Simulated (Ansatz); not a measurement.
The system is TaS2.

```xyz
3
Lattice="3.3500 0.0000 0.0000 -1.6750 2.9012 0.0000 0.0000 0.0000 5.8600" Properties=species:S:1:pos:R:3 pbc="T T T"
Ta    0.0000    0.0000    0.0000
S     1.6750    0.9671    4.3950
S     0.0000    1.9341    1.4650
```

- Program: Ansatz 0.2.0
- Task: relaxation of cell and atoms
- Functional: LDA
- Potentials or basis: Ansatz PAW
- Cutoff: 420 eV (not typed: the program's choice for these potentials)
- k mesh: 9 × 9 × 5
- Occupations: fermi-dirac, width 0.05 eV
- Spin: no spin polarisation

At the start: volume 18.98 Å³/atom.

Problem. Where does the relaxation end?

Solution. It ends after 5 steps and the volume is 17.94 Å³/atom (-5.5 %); space group P-3m1 (No. 164, to 0.05 Å).

Step by step:
```tsv
step	energy change (eV)	largest force (eV/Å)	volume (Å³)
1	0.0000	0.7790	56.95
2	-0.0650	0.0030	54.46
3	-0.0666	0.0070	53.76
4	-0.0666	0.0004	53.83
5	-0.0662	0.0002	53.83
```

Final structure:
```
Ta S
1.0
     3.29243    0.00000    0.00000
    -1.64621    2.85133    0.00000
     0.00000    0.00000    5.73353
Ta S
1 2
Direct
  0.00000 0.00000 0.00000
  0.66667 0.33333 0.73204
  0.33333 0.66667 0.26796
```

Caveat: the plane-wave basis is chosen anew once the cell has moved, so the energies of steps on either side of that aren't comparable; the PAW data sets come from PBE, with cores solved anew for the run's functional, which leaves a small shift of forces and pressure.
